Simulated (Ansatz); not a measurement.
# MoSe2: stiffness from strained cells

How stiff is the crystal, and how unevenly? Runs: cell and atoms relaxed (PAW); reference run (PAW and LAPW); ions clamped (PAW and LAPW).

The COD entry's cell or inner coordinates are ideal or old and differ from later refinements, so a difference from it is no clean test against experiment.

Method: DFT LDA, frozen-core PAW and all-electron LAPW, scalar-relativistic unless said, in Ansatz 0.2.0.

2 further runs of the same task are left out: 2 set aside as unsound or not needed. Runs told in other sessions of the task aren't counted.

**1. The structure to begin with**

It takes space group P6_3/mmc (No. 194, hexagonal). The conventional cell has a = 3.288 Å, b = 3.288 Å, c = 12.900 Å, α = 90.00°, β = 90.00°, γ = 120.00°. Mo (site symmetry -6m2) is surrounded by 6 Se at 2.49 Å. Se (site symmetry 3m) has 3 Mo at 2.49 Å in its first shell of neighbours.

As a file:

```
Mo Se
1.0
     3.28800    0.00000    0.00000
    -1.64400    2.84749    0.00000
     0.00000    0.00000   12.90000
Mo Se
2 4
Direct
  0.33333 0.66667 0.25000
  0.66667 0.33333 0.75000
  0.33333 0.66667 0.62500
  0.66667 0.33333 0.12500
  0.33333 0.66667 0.87500
  0.66667 0.33333 0.37500
```

Cartesian axes are those of the input's lattice vectors. The structure goes back to a database entry.

**2. Cell and atoms relaxed, PAW**

The input, input.yaml:

```yaml
crystal:
  lattice:
    - [3.28799999998, 0.0, 0.0]
    - [-1.64399999999, 2.84749152763, 0.0]
    - [0.0, 0.0, 12.9]
  atoms:
    - { symbol: Mo, position: [0.333333333333, 0.666666666667, 0.25] }
    - { symbol: Mo, position: [0.666666666667, 0.333333333333, 0.75] }
    - { symbol: Se, position: [0.333333333333, 0.666666666667, 0.625] }
    - { symbol: Se, position: [0.666666666667, 0.333333333333, 0.125] }
    - { symbol: Se, position: [0.333333333333, 0.666666666667, 0.875] }
    - { symbol: Se, position: [0.666666666667, 0.333333333333, 0.375] }
kpoints:
  mp_grid: { grid: [10, 10, 2] }
scf:
  occupations: { method: fermi_dirac, width: 0.1 }
hamiltonian:
  xc: lda
  pseudopotentials: { kind: paw }
relax:
  f_tol: 0.002
  max_steps: 80
  cell: {}
output:
  forces: true
  stress: true
```

Command:

```
> ansatz run input.yaml --threads 2 --pin off --max-ram 6144MiB --backend cpu --events-out ev --progress --plain --runs-dir out
```

**4. Reference run, PAW**

The input, input.yaml:

```yaml
crystal:
  lattice:
    - [3.24844312621, 0.0, 0.0]
    - [-1.62422156311, 2.81323427005, 0.0]
    - [0.0, 0.0, 12.74044026852]
  atoms:
    - { symbol: Mo, position: [0.333333333333, 0.666666666667, 0.25] }
    - { symbol: Mo, position: [0.666666666667, 0.333333333333, 0.75] }
    - { symbol: Se, position: [0.333333333333, 0.666666666667, 0.619909804854] }
    - { symbol: Se, position: [0.666666666667, 0.333333333333, 0.119909804854] }
    - { symbol: Se, position: [0.333333333333, 0.666666666667, 0.880090195146] }
    - { symbol: Se, position: [0.666666666667, 0.333333333333, 0.380090195146] }
kpoints:
  mp_grid: { grid: [6, 6, 2] }
scf:
  occupations: { method: fixed }
hamiltonian:
  xc: lda
  pseudopotentials: { kind: paw }
elastic:
  mode: relaxed_ion
  stencil: two_point
  amplitude: 0.003
```

**5. Reference run, LAPW**

Edit input.yaml of step 4 so:

```diff
@@ -18,3 +18,3 @@
   xc: lda
-  pseudopotentials: { kind: paw }
+  pseudopotentials: { kind: all_electron, lapw: { basis_error: 0.001 } }
 elastic:
```

**6. Ions clamped, PAW**

Edit input.yaml of step 5 so:

```diff
@@ -18,5 +18,5 @@
   xc: lda
-  pseudopotentials: { kind: all_electron, lapw: { basis_error: 0.001 } }
+  pseudopotentials: { kind: paw }
 elastic:
-  mode: relaxed_ion
+  mode: clamped_ion
   stencil: two_point
```

**7. Ions clamped, LAPW**

Edit input.yaml of step 6 so:

```diff
@@ -18,3 +18,3 @@
   xc: lda
-  pseudopotentials: { kind: paw }
+  pseudopotentials: { kind: all_electron, lapw: { basis_error: 0.001 } }
 elastic:
```

(Steps that only read results are left out.)

**Question.** What will these runs give? Wanted: C11; C12; C13; C33; C44; bulk, shear and Young's modulus; Debye temperature from sound speeds; universal anisotropy index.

**Answer**, as computed:

| quantity | value |
| --- | --- |
| C11 (PAW) | 197 GPa |
| C12 (PAW) | 45 GPa |
| C13 (PAW) | 13 GPa |
| C33 (PAW) | 52 GPa |
| C44 (PAW) | 21 GPa |
| bulk, shear and Young's modulus | 54, 40, 97 GPa |
| Debye temperature from sound speeds | 265 K |
| universal anisotropy index | 3.08 |

What this shows: All eigenvalues are positive, so the crystal is mechanically stable; by PAW K = 54 and G = 40 GPa, K/G = 1.33, on the brittle side of Pugh's rough line at 1.75, which was drawn for metals. Young's modulus runs from 49 to 184 GPa with direction. Letting the ions relax lowers C33 most, from 282 to 52 GPa. Cautions: frozen-core PAW files fitted under PBE, their cores solved anew for the functional of the run; no dispersion correction, so the spacing and stiffness between layers or molecules are uncertain.
